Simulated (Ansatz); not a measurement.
Ansatz input file:

```yaml
crystal:
  lattice:
    - [-1.6800172322, 1.7582071659, 1.2895265546]
    - [1.7582071659, -1.6800172322, 1.2895265546]
    - [1.614940635, 1.614940635, -1.1931806524]
  atoms:
    - { symbol: Si, position: [0.0, 0.0, 0.0] }
basis:
  ecutwfc: 420
kpoints:
  mp_grid: { grid: [18, 18, 16] }
hamiltonian:
  xc: pbe
scf:
  occupations: { method: gaussian, width: 0.1 }
output:
  forces: true
  stress: true
  eigenvalues: true
```

It can be run as
```bash
ansatz run input.yaml --threads 1 --pin off --backend cpu --events-out ev --progress --plain --runs-dir out  # memory cap (--max-ram) not shown
```

Level of theory: DFT PBE, scalar-relativistic, plane waves, PAW (Ansatz).

Abridged output:

```
Pseudopotentials: kind: paw
Pseudopotential: Si, paw, valence charge 4, recommended cutoff 420 eV (normal)
Functional definition: PBE
Crystal: 1 atom, lattice volume = 14.641 Å³
Basis set: ecut = 420 eV, 299 PW (Γ), exchange–correlation on 40×40×36 points (8 copies of the dense FFT grid, shifted against one another)
Bands: 6, of which v1, the nominal top of the filled ones, is band 2 counted from 1 (1 counted from 0)
Symmetry: 4 space group operations
Space group: C2/m (ITA 12), of the structure as read, at distance tolerance 2.4e-5 Å
k-points: 1379 of 5184
Initial density: superposition of atomic densities (neutral atoms: chi_scale 0, normalization atom), corrected by the library's trained network
Initial wavefunctions: pseudopotential atomic-orbital guess
Functional: x = pbe(κ = 0.804, μ = 0.21951497), c = pbe(β = 0.06672455)
SCF iter   1: F=—  HF=-635.322260 eV  |F-HF|=—  |Δ(HF+E_count)|=         —  Δρ=1.47e-3  dr2=1.56e-4  ethr=1.77e-3  ⟨swp⟩=5.0  Hψ=77537  notcnv=0
SCF iter   2: F=—  HF=-635.322352 eV  |F-HF|=—  |Δ(HF+E_count)|=   9.21e-5  Δρ=7.66e-4  dr2=4.28e-5  ethr=3.91e-6  ⟨swp⟩=1.9  Hψ=20631  notcnv=0
SCF iter   3: F=—  HF=-635.322384 eV  |F-HF|=—  |Δ(HF+E_count)|=   3.27e-5  Δρ=1.02e-4  dr2=1.45e-6  ethr=1.07e-6  ⟨swp⟩=2.0  Hψ=10779  notcnv=0
SCF iter   4: F=—  HF=-635.322384 eV  |F-HF|=—  |Δ(HF+E_count)|=   5.07e-7  Δρ=3.59e-5  dr2=1.51e-7  ethr=3.62e-8  ⟨swp⟩=1.0  Hψ=7998  notcnv=0
SCF iter   5: F=-635.322384 eV  HF=-635.322384 eV  |F-HF|=1.47e-9  |Δ(HF+E_count)|=   3.17e-8  Δρ=5.65e-6  dr2=4.16e-9  ethr=3.78e-9  ⟨swp⟩=2.0  Hψ=10777  notcnv=0
SCF iter   6: F=-635.322384 eV  HF=-635.322384 eV  |F-HF|=1.56e-10  |Δ(HF+E_count)|=  9.90e-10  Δρ=1.71e-6  dr2=3.90e-10  ethr=1.04e-10  ⟨swp⟩=2.4  Hψ=25689  notcnv=0
SCF 1 converged in 6 iterations: F = -635.322384 eV  dr2 = 3.90e-10
SCF converged after 6 iterations
Free energy (F): -635.322384 eV
Harris-Foulkes:  -635.322384 eV  (|F-HF|=1.56e-10)
Internal energy: -635.320081 eV  (E = F + TS)
E sigma→0 (E₀):  -635.321232 eV
Entropy (-TS):   -0.002303 eV (-2.303 meV/atom)
Fermi energy:    10.483254 eV
--- Per-component energies (eV) ---
  E_band       = 19.246430
  E_kinetic    = 41.100116
  E_local      = 1.146452  (includes V_loc(G=0)·N_el)
  E_nonlocal   = 25.347975
  E_hartree    = 0.712641
  E_xc         = -56.013470
  E_vxc        = -47.834134  (∫ρ·V_xc dr)
  E_paw        = -512.190313  (= ΣΔE_a)
  E_vpaw       = -1.939276  (= ΣTr[D̂ρ^β])
  E_aug_tail   = 0.000007  (compensation charges beyond the density's cutoff)
  E_ewald      = -135.423487
  E_smearing   = -0.002303  (= −TS)
--- Forces (eV/Å), atoms counted from 1 ---
  atom   1  Si     0.00000000     0.00000000     0.00000000
--- Stress (GPa, compression-positive) ---
       -0.723410       2.024542      -0.681358
        2.024542      -0.723410      -0.681358
       -0.681358      -0.681358       2.156279
  P = ⅓ Tr σ = 0.2365 GPa (2.365 kbar)
--- Band table (eV; the first three rows and the last of 1379) ---
  k-point 0: bands = ["-3.8368", "18.5223", "19.0686", "20.4146", "22.2603", "24.1559"]
  k-point 1: bands = ["-3.7330", "17.7015", "18.5993", "20.5029", "22.7639", "24.4029"]
  k-point 2: bands = ["-3.4220", "15.3718", "18.8279", "20.7066", "22.4623", "25.3000"]
  k-point 1378: bands = ["7.4566", "8.0283", "8.0815", "11.6542", "16.2202", "18.3792"]
```

The run converged.